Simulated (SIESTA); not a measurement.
The system is Sb.

```
Sb
1.0
     2.15420    1.24373    3.75800
    -2.15420    1.24373    3.75800
     0.00000   -2.48746    3.75800
Sb
2
Direct
  0.76651 0.76651 0.76651
  0.23349 0.23349 0.23349
```

Base run:

```yaml
Program: SIESTA 5.4.2
Functional: PBE
Potentials_or_basis: PseudoDojo 0.4 standard (PBE files)
Basis: DZP (energy shift 0.002 Ry)
Grid_cutoff: 500 Ry
Energy_shift: 0.002 Ry
k_mesh: 8 × 8 × 8
Occupations: fermi-dirac, width 0.05 eV
Spin: no spin polarisation
```

Its results: band gap on the k mesh none (metal or under the smearing width); pressure 4.0 GPa; largest force 0.326 eV/Å.

After a change of settings the same cell gave: band gap on the k mesh none (metal or under the smearing width); pressure 5.6 GPa; largest force 0.235 eV/Å. Which change was it?
A. potentials or basis from PseudoDojo 0.4 standard (PBE files) to SG15 1.2 (PBE files) or PseudoDojo by element
B. basis from DZP (energy shift 0.002 Ry) to TZP (energy shift 0.01 Ry); energy shift from 0.002 Ry to 0.01 Ry
C. functional from PBE to vdW-DF-cx

A.

Caveats: semicore shells carry a single zeta, which can move pressures by several GPa and volumes by a few percent; the basis of atomic orbitals isn't converged, which shifts pressures, moduli and gaps.

Not every run made on this cell is shown here.
